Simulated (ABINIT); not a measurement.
The system is WS2 (Tungstenite).

```
CELL_PARAMETERS angstrom
3.18000 0.00000 0.00000
-1.59000 2.75396 0.00000
0.00000 0.00000 12.50000
ATOMIC_POSITIONS crystal
W 0.66667 0.33333 0.75000
W 0.33333 0.66667 0.25000
S 0.66667 0.33333 0.37500
S 0.33333 0.66667 0.87500
S 0.66667 0.33333 0.12500
S 0.33333 0.66667 0.62500
```

Base run:

| Property | Result |
| --- | --- |
| Program | ABINIT 10.8.3 (patched build) |
| Functional | PBE |
| Potentials or basis | JTH PAW PBE v2.0 |
| Cutoff | 544 eV |
| k mesh | 10 × 10 × 3 |
| Occupations | fermi-dirac, width 0.05 eV |
| Spin | no spin polarisation |

Its results: band gap on the k mesh 1.12 eV, indirect (least direct gap 2.09 eV); pressure 2.3 GPa; largest force 0.148 eV/Å.

**Question.** After a change of settings the same cell gave: band gap on the k mesh 1.19 eV, indirect (least direct gap 2.19 eV); pressure 2.3 GPa; largest force 0.148 eV/Å. Which change was it?
A. k mesh from 10 × 10 × 3 to 8 × 8 × 2
B. functional from PBE to PBEsol; k mesh from 10 × 10 × 3 to 6 × 6 × 2
C. functional from PBE to PBEsol; k mesh from 10 × 10 × 3 to 8 × 8 × 2
D. functional from PBE to PBEsol; potentials or basis from JTH PAW PBE v2.0 to PseudoDojo NC SR PBEsol v0.4.1 standard; cutoff from 544 eV to 1007 eV

**Answer.** A.

Caveats: spin-orbit coupling is left out, which moves the levels of the heavy elements; this functional lacks dispersion, which binds the layers, so the pressure and a relaxed spacing across them are unreliable; an odd mesh through Γ misses points on the zone boundary, where band edges often lie (some runs).

Not every run made on this cell is shown here.
